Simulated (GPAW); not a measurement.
TiO2 (Anatase):

```xyz
6
Lattice="-1.8921 1.8921 4.7573 1.8921 -1.8921 4.7573 1.8921 1.8921 -4.7573" Properties=species:S:1:pos:R:3 pbc="T T T"
Ti    0.0000    1.8921    2.3786
Ti    0.0000    0.0000    0.0000
O     0.0000    0.0000    7.5346
O     0.0000    1.8921    0.3987
O     0.0000    1.8921    4.3586
O     0.0000    0.0000    1.9800
```

Base run:

* Program: GPAW 26.7.0
* Functional: LDA
* Potentials or basis: the program's PAW data sets (release 1.2.1) made for this functional
* Cutoff: 800 eV
* Basis: pw
* k mesh: 7 × 7 × 7
* Occupations: fermi-dirac, width 0.05 eV
* Spin: no spin polarisation

Its results: band gap on the k mesh 2.02 eV, indirect (least direct gap 2.37 eV); pressure -5.6 GPa; largest force 0.088 eV/Å.

Problem. After a change of settings the same cell gave: band gap on the k mesh 2.53 eV, indirect (least direct gap 2.88 eV); pressure 2.0 GPa; largest force 0.050 eV/Å. Which change was it?
A. cutoff from 800 eV to 650 eV
B. functional from LDA to r2SCAN; potentials or basis from the program's PAW data sets (release 1.2.1) made for this functional to GPAW PAW data sets (gpaw-data 1.2.1)
C. functional from LDA to PBEsol; potentials or basis from the program's PAW data sets (release 1.2.1) made for this functional to PAW data sets generated in the run's folder for this functional

Solution. B.

Caveats: the PAW data sets were made with another functional, which shifts forces and pressure a little (some runs).

Not every run made on this cell is shown here.
